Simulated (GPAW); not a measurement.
Input of a GPAW 26.7.0 run:

run.py

```python
from ase.eos import EquationOfState
from ase.io import Trajectory, read
from ase.units import GPa
from gpaw import GPAW, PW

atoms = read('POSCAR')

traj = Trajectory('eos.traj', 'w')
volumes, energies = [], []
for x in [0.94, 0.96, 0.98, 1.0, 1.02, 1.04, 1.06]:
    a = atoms.copy()
    a.set_cell(atoms.cell * x**(1 / 3), scale_atoms=True)
    calc = GPAW(mode=PW(800),
                xc='PBE',
                kpts={'size': (10, 10, 10), 'gamma': True},
                occupations={'name': 'fermi-dirac', 'width': 0.05},
                nbands=11,
                convergence={'density': 1e-05, 'energy': 1e-05},
                maxiter=150,
                txt=f'eos-{x:.2f}.txt')
    a.calc = calc
    energies.append(a.get_potential_energy(force_consistent=True))
    volumes.append(a.get_volume())
    p = -a.get_stress()[:3].mean() / GPa
    calc.write(f'eos-{x:.2f}.gpw')
    traj.write(a)
    print(f'{x:.2f} {volumes[-1]:10.4f} A^3 {energies[-1]:14.6f} eV {p:9.3f} GPa', flush=True)

v0, e0, B = EquationOfState(volumes, energies, eos='birchmurnaghan').fit()
print(f'V0 = {v0:.4f} A^3, E0 = {e0:.6f} eV, B0 = {B / GPa:.2f} GPa')
```

File POSCAR:

```
BAs
1.0
    0.0000000000      2.3885000000      2.3885000000
    2.3885000000      0.0000000000      2.3885000000
    2.3885000000      2.3885000000      0.0000000000
As B
1 1
Direct
    0.7500000000      0.7500000000      0.7500000000
    0.0000000000      0.0000000000      0.0000000000
```

Potentials or basis: GPAW PAW data sets (gpaw-data 1.2.1), pw.

Launch:

```sh
$ OMP_NUM_THREADS=1 python run.py
```

(1) Predict the bulk modulus.

(2) What does it give for the pressure derivative of the bulk modulus?

(3) Predict the equilibrium volume.

## Answers

(1) 132 GPa.

(2) 4.1.

(3) 13.96 Å³/atom.

**What was measured.**

“Basic Physical Properties of Cubic Boron Arsenide”, 2019, arxiv:1911.11281 quotes, for a bulk crystal of BAs: bulk modulus 148 GPa.

A measured bulk modulus of BAs is 148 GPa (quoted in “Basic Physical Properties of Cubic Boron Arsenide”, 2019, arxiv:1911.11281); the calculated 132 GPa misses it by -10.6 %. The fit is for a static lattice scaled at fixed shape and fixed fractional positions.
